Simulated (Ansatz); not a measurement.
Ge: pressure against volume

Ge, Fd-3m, a = 5.676 Å. Ansatz: PBEsol, PAW, 420 eV, Γ-centred 14×14×14 mesh on 2 atoms, Gaussian smearing 0.10 eV; no spin polarisation. Symmetry fixes shape and atoms, so the cell is only scaled; pressure is positive in compression.

| V (Å³/atom) | P (GPa) |
| --- | --- |
| 21.484 | ? |
| 22.169 | 2.20 |
| 22.855 | 0.00 |
| 23.541 | -1.85 |
| 24.226 | -3.40 |

Q: Take V0 = 22.855 Å³/atom, fit the third-order Birch–Murnaghan form to the other rows, and predict the missing pressure.

A: With the Eulerian strain f = ½[(V0/V)^(2/3) − 1] and y = P/[3f(1 + 2f)^(5/2)], the form is the line y = B0 + 1.5 B0 (B0′ − 4) f. Rows (f, y): 0.01026, 67.9; -0.00976, 66.4; -0.01905, 65.6. Means f = -0.006183, y = 66.633; Σ(Δf)² = 0.0004487, ΣΔfΔy = 0.03496; the slope is their ratio. y = 67.12 + 77.91 f GPa, so B0 = 67.1 GPa and B0′ = 4 + 2 × (77.91)/(3 × 67.12) = 4.77. At V = 21.484, f = 0.02105, y = 68.76 and P = 4.81 GPa. The run gave 4.83 GPa, so the fit is 0.02 GPa too low, a small miss on the scale of the series. The form still works here, 33 % of the fitted range beyond its end.